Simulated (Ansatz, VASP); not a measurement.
## One calculation of TiN, two programs

```
CELL_PARAMETERS angstrom
0.00000 2.11620 2.11620
2.11620 0.00000 2.11620
2.11620 2.11620 0.00000
ATOMIC_POSITIONS crystal
Ti 0.00000 0.00000 0.00000
N 0.50000 0.50000 0.50000
```

Alike in both runs: functional r2SCAN; k mesh 8 × 8 × 8; occupations gaussian, width 0.1 eV; no spin polarisation.

Ansatz relaxed the structure, and its values are those at the end. VASP's run is a single point on that final structure, the one shown.

|  | VASP | Ansatz |
| --- | --- | --- |
| version | VASP 6.6.1 | Ansatz 0.2.0 |
| potentials or method | VASP PAW PBE potentials, release 64 (Ti_sv, N) | scalar-relativistic, plane waves, PAW |
| plane-wave cutoff (eV) | 520 | 500 |
| valence electrons in the cell | 17 | 17 |

|  | VASP | Ansatz | Ansatz less VASP |
| --- | --- | --- | --- |
| gap on the k mesh at the Fermi level (eV) | none | none | - |
| pressure (GPa) | 1.8 | 0.2 | -1.51 |

A gap of «none» marks a metal or a gap that the smearing closes. The functional is the same, so the differences come from potentials, cutoffs and numerics.

Caveats: the PAW data sets were made with another functional, which shifts forces and pressure a little (VASP).
